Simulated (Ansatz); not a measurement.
A: Rh (fcc, Cu type), a = 3.830 Å, b = 3.830 Å, c = 3.830 Å, α = 90.00°, β = 90.00°, γ = 90.00°
B: BaSnO3 (cubic perovskite), a = b = c = 4.176 Å, α = β = γ = 90.00°
C: FeCo (CsCl type), a = b = c = 2.845 Å, α = β = γ = 90.00°

Scan: energy against volume (even scaling of the relaxed cell, symmetry kept). All come from one method, each on a k mesh of its own. All were relaxed with their symmetry unable to fall. Relaxed FeCo ends ferromagnetic. Rh is run without spin polarisation. The magnetic order is the one the run started from; other orders were not tried. (This holds for the magnetic or f-shell members.)

Rank these by bulk modulus (fitted) (lowest first), as PBE (plane waves to 420 eV, PAW, scalar-relativistic; Ansatz, a first-principles code) gives it.

B (133 GPa), C (191 GPa), A (256 GPa)

(Under strain, the slope of the energy per volume gives the stress and its curvature an elastic modulus.)
